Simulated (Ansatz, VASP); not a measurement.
**Ti3Sn in two plane-wave programs**

Wanted: the spread between two codes on one cell, functional and k mesh. The cell is taken from a series of runs on this material, whose earlier steps may have relaxed, scaled, displaced or heated it; both programs get it as it stands.

Calculated with Ansatz 0.2.0; plane waves, with VASP 6.6.1 beside it; relaxation of cell and atoms at r2SCAN.

## (1) Set-up

Symmetry: P6_3/mmc, No. 194, hexagonal system. Conventional cell: a = 5.912 Å, b = 5.912 Å, c = 4.756 Å, α = 90.00°, β = 90.00°, γ = 120.00°. Nearest to Ti lie 8 Ti at 2.91 to 3.00 Å and 4 Sn at 2.94 to 2.96 Å. Nearest to Sn lie 12 Ti at 2.94 to 2.96 Å. Farther neighbours are not listed.

## (2) Ansatz: relaxation of cell and atoms, r2SCAN

Ansatz runs on its default PAW (the set named soft_2) files.

The relaxed volume is the usual yardstick between codes: in a stiff, nearly cubic crystal its relative difference is about their pressure difference at one cell divided by the bulk modulus.

File input.yaml:

```yaml
crystal:
  lattice:
    - [5.912182085, 0.0, 0.0]
    - [-2.9560910425, 5.1200998774, 0.0]
    - [0.0, 0.0, 4.756222]
  atoms:
    - { symbol: Ti, position: [0.164251, 0.328502, 0.75] }
    - { symbol: Ti, position: [0.671498, 0.835749, 0.75] }
    - { symbol: Ti, position: [0.164251, 0.835749, 0.75] }
    - { symbol: Ti, position: [0.835749, 0.671498, 0.25] }
    - { symbol: Ti, position: [0.328502, 0.164251, 0.25] }
    - { symbol: Ti, position: [0.835749, 0.164251, 0.25] }
    - { symbol: Sn, position: [0.66666667, 0.33333333, 0.75] }
    - { symbol: Sn, position: [0.33333333, 0.66666667, 0.25] }
kpoints:
  mp_grid: { grid: [6, 6, 6] }
hamiltonian:
  xc: r2scan
scf:
  occupations: { method: gaussian, width: 0.1 }
output:
  forces: true
  stress: true
  eigenvalues: true
relax:
  adjacent_minimum: "off"
  f_tol: 0.005
  max_steps: 60
  cell: { stress_tol: 0.03 }
```

The run is started by

```
$ ansatz run input.yaml --threads 8 --pin off --max-ram 16384MiB --backend cpu --events-out ev --progress --plain --runs-dir out
```

Numbers of over 12 decimals in the logs are rounded to 6 here.

The log of the run:

```text
Engine: ansatz 0.2.0, aarch64-unknown-linux-gnu
Pseudopotentials: kind: paw
Pseudopotential: Ti, paw, valence charge 12, recommended cutoff 500 eV (meta_gga), Ti.paw.azcp
Pseudopotential: Sn, paw, valence charge 14, recommended cutoff 500 eV (meta_gga), Sn.paw.azcp
Functional definition: r2SCAN
  parameter k0 = 0.174
  parameter k1 = 0.065
  parameter a1 = 4.9479
  exchange = r2scan_x(k0 = k0, k1 = k1, a1 = a1)
  correlation = r2scan_c
Crystal: 8 atoms, lattice volume = 143.975 Å³
Basis set: ecut = 500 eV, 3665 PW (Γ), exchange–correlation on 180×180×144 points (64 copies of the dense FFT grid, shifted against one another)
Bands: 60, of which v1, the nominal top of the filled ones, is band 50 counted from 1 (49 counted from 0)
Symmetry: 24 space group operations
Space group: P63/mmc (ITA 194), of the structure as read, at distance tolerance 5.2e-5 Å
k-points: 28 of 216
Non-local potential: Ti, projectors of the file, l = 0: 3, l = 1: 2, l = 2: 3, l = 3: 1
Non-local potential: Sn, projectors of the file, l = 0: 2, l = 1: 2, l = 2: 2, l = 3: 2
PAW form: soft (Blöchl's): semilocal exchange-correlation on the pseudo side does not see the compensation charge
PAW frozen core: Ti, regenerated for the run's functional (the file was generated under x = pbe(κ = 0.804, μ = 0.219515), c = pbe(β = 0.066725))
PAW frozen core: Sn, regenerated for the run's functional (the file was generated under x = pbe(κ = 0.804, μ = 0.219515), c = pbe(β = 0.066725))
PAW one-centre angular grid: Ti, 590 points (default); XC on 160 Gauss nodes
PAW one-centre angular grid: Sn, 590 points (default); XC on 249 of its mesh's 2787 points in the sphere
Initial density: superposition of atomic densities (neutral atoms: chi_scale 0, normalization atom), corrected by the library's trained network
Initial wavefunctions: pseudopotential atomic-orbital guess
Functional: x = r2scan, c = r2scan; τ floored in thin density (d = 2e-4 eV/Å³)
SCF iter   1: F=—  HF=-27106.023469 eV  |F-HF|=—  |Δ(HF+E_count)|=         —  Δρ=1.48e-2  dr2=3.40e-1  dr2_τ=6.60e-2  ethr=1.77e-3  ⟨swp⟩=7.2  Hψ=6749  notcnv=0
preconditioner: auto → Kerker (q_TF=auto, 2.567 Å⁻¹)  [metal: Δε(μ)=0.023 eV  Ē_g=11.375 eV  σ=0.100 eV  W_gap=0.13  n_scr=44 (ndim 8)  ℏωp=22.3 eV  f_vac=0.000  D(μ)=8.29/eV (n_scr^D=70)]
SCF iter   2: F=—  HF=-27106.147146 eV  |F-HF|=—  |Δ(HF+E_count)|=   1.24e-1  Δρ=4.85e-3  dr2=3.52e-2  dr2_τ=3.15e-3  ethr=3.40e-4  ⟨swp⟩=2.7  Hψ=3452  notcnv=0  defer=62
SCF iter   3: F=—  HF=-27106.147089 eV  |F-HF|=—  |Δ(HF+E_count)|=   5.65e-5  Δρ=2.10e-3  dr2=4.29e-3  dr2_τ=4.78e-4  ethr=3.52e-5  ⟨swp⟩=2.0  Hψ=2022  notcnv=0  defer=62
SCF iter   4: F=—  HF=-27106.149709 eV  |F-HF|=—  |Δ(HF+E_count)|=   2.62e-3  Δρ=4.10e-4  dr2=1.66e-4  dr2_τ=6.03e-6  ethr=4.29e-6  ⟨swp⟩=3.0  Hψ=3010  notcnv=0  defer=62
SCF iter   5: F=—  HF=-27106.149822 eV  |F-HF|=—  |Δ(HF+E_count)|=   1.13e-4  Δρ=6.40e-5  dr2=5.46e-6  dr2_τ=2.61e-7  ethr=1.66e-7  ⟨swp⟩=2.0  Hψ=2109  notcnv=0  defer=62
SCF iter   6: F=—  HF=-27106.149805 eV  |F-HF|=—  |Δ(HF+E_count)|=   1.67e-5  Δρ=1.57e-5  dr2=2.76e-7  dr2_τ=1.11e-8  ethr=5.46e-9  ⟨swp⟩=2.1  Hψ=2235  notcnv=0  defer=62
SCF iter   7: F=-27106.149806 eV  HF=-27106.149806 eV  |F-HF|=1.60e-8  |Δ(HF+E_count)|=   1.47e-7  Δρ=4.75e-6  dr2=4.13e-8  dr2_τ=8.91e-10  ethr=1.00e-10  ⟨swp⟩=12.0  Hψ=6922  notcnv=0
SCF 1 converged in 7 iterations: F = -27106.149806 eV  dr2 = 4.13e-8
  greatest PAW one-centre occupation: 1.001 electrons in one spin orbital (limit 2), on the Ti atom at site 5 (counted from 0), in its partial waves of l = 1
relax step   1: F+E_penalty+E_count = -27106.14980553 eV  Δ(F+E_penalty+E_count) = +0.000e0 eV  max|allowed force component| = 1.816e-2 eV/Å  Δτ_max = 0.0000 Å  P = -1.113 GPa  Ω = 143.975 Å³  (7 SCF iters, dr2 threshold 1.00e-7 eV, accepted)
[...]
relax step   4: F+E_penalty+E_count = -27106.15546132 eV  Δ(F+E_penalty+E_count) = -2.626e-5 eV  max|allowed force component| = 8.420e-4 eV/Å  Δτ_max = 0.0002 Å  P = +0.003 GPa  Ω = 142.656 Å³  energy of the carried Pulay correction = +6.332e-4 eV  (5 SCF iters, dr2 threshold 4.39e-9 eV, accepted)
[...]
relax step   5: F+E_penalty+E_count = -27106.15487192 eV  Δ(F+E_penalty+E_count) = +5.894e-4 eV  max|allowed force component| = 7.586e-4 eV/Å  Δτ_max = 0.0000 Å  P = +0.001 GPa  Ω = 142.656 Å³  stress off target by 6.11e-3 GPa  SCF on the basis re-selected at this cell (its energy is not comparable with the rows above)  (6 SCF iters)
basis re-selected at this cell: Δ(F+E_penalty+E_count) = +5.894e-4 eV, ΔP = -0.003 GPa vs the last step (what re-selecting the basis moved, of the pressure what is left beyond the Pulay correction that the steps carried, after the strain that the cell walked since its last selection, with what the two solves' SCF thresholds leave and, on support functions, any second-order correction that the steps lacked; it is no m [...]
SCF converged after 6 iterations
Free energy (F): -27106.154872 eV
Harris-Foulkes:  -27106.154872 eV  (|F-HF|=0.00e0)
Internal energy: -27106.112940 eV  (E = F + TS)
E sigma→0 (E₀):  -27106.133906 eV
Entropy (-TS):   -0.041932 eV (-5.241 meV/atom)
Fermi energy:    14.237607 eV
--- Per-component energies (eV) ---
  E_band       = -1050.768629
  E_kinetic    = 2016.615797
  E_local      = -6025.264472  (includes V_loc(G=0)·N_el)
  E_nonlocal   = -16.182081
  E_hartree    = 2869.026733
  E_xc         = -1308.345796
  E_vxc        = -1009.172836  (∫ρ·V_xc dr)
  E_paw        = -14668.242234  (= ΣΔE_a)
  E_vpaw       = -1823.214283  (= ΣTr[D̂ρ^β])
  E_aug_tail   = 0.000528  (compensation charges beyond the density's cutoff)
  E_vtau       = 68.395129  (kinetic-family band-sum trace: ∫τ·v_τ [+ j·A + Jᵃ·Aᵃ] dr)
  E_ewald      = -9973.671311
  E_core_change = -0.050103  (= ΣΔE_core)
  E_smearing   = -0.041932  (= −TS)
  E_closure    = 0.000000  (closes the sum)
  Σ components = -27106.154872   (vs F -27106.154872, Δ=0.00e0)
--- Forces (eV/Å), atoms counted from 1 ---
  atom   1  Ti     0.00000000     0.00075856     0.00000000
  atom   2  Ti    -0.00065694    -0.00037928    -0.00000000
  atom   3  Ti     0.00065694    -0.00037928     0.00000000
  atom   4  Ti     0.00000000    -0.00075856    -0.00000000
  atom   5  Ti     0.00065694     0.00037928     0.00000000
  atom   6  Ti    -0.00065694     0.00037928     0.00000000
  atom   7  Sn     0.00000000    -0.00000000    -0.00000000
  atom   8  Sn    -0.00000000     0.00000000     0.00000000
  max |Σ_I F_I| component: 1.09e-17 eV/Å
--- Stress (GPa, compression-positive) ---
       -0.002021      -0.000000       0.000000
       -0.000000      -0.002021       0.000000
        0.000000       0.000000       0.006109
  P = ⅓ Tr σ = 0.0007 GPa (0.007 kbar)
--- Band table (eV; the first three rows and the last of 28) ---
  k-point 0: bands = [... 46 lower, 13.0776, 13.2115, 13.2115, 13.5865, 14.6929, 14.6929, 14.7267, 14.7684, ... 6 higher]
  k-point 1: bands = [... 46 lower, 12.9459, 13.3454, 13.3583, 13.6141, 14.5845, 14.5845, 14.7143, 14.7143, ... 6 higher]
  k-point 2: bands = [... 46 lower, 13.1064, 13.5030, 13.6216, 13.7763, 14.3334, 14.3334, 14.3365, 14.3365, ... 6 higher]
  k-point 27: bands = [... 46 lower, 13.5942, 13.5942, 13.8699, 13.8699, 14.5716, 14.5716, 14.8122, 14.8122, ... 6 higher]
--- Relaxed structure (4 steps of the walk, 3 accepted, 1 SCFs on fresh bases) ---
  F+E_penalty+E_count = -27106.15487192 eV   max|allowed force component| = 7.586e-4 eV/Å   (the final SCF, on the basis selected at the relaxed cell)
  cell:  # Å, volume = 142.6557 Å³
    - [5.889158, 0.0, 0.0]
    - [-2.944579, 5.100161, 0.0]
    - [0.0, 0.0, 4.749546]
  atoms:
    - { symbol: Ti, position: [0.164512, 0.329025, 0.750000] }
    - { symbol: Ti, position: [0.670975, 0.835488, 0.750000] }
    - { symbol: Ti, position: [0.164512, 0.835488, 0.750000] }
    - { symbol: Ti, position: [0.835488, 0.670975, 0.250000] }
    - { symbol: Ti, position: [0.329025, 0.164512, 0.250000] }
    - { symbol: Ti, position: [0.835488, 0.164512, 0.250000] }
    - { symbol: Sn, position: [0.666667, 0.333333, 0.750000] }
    - { symbol: Sn, position: [0.333333, 0.666667, 0.250000] }
```

(Continued in part 2 of 2.)

[Lines on the potential files, build, host, timing and source positions are cut from VASP's logs without a mark.]

[Logs are printed without paths, hosts, clocks, repeated set-up lines and the standing remarks that a program may print on its own settings, such as how far it seeks lower states.]

[Hosts, paths, dates, database ids (printed as entryN), source tags and the programs' standing remarks are cut or masked in the printed files.]
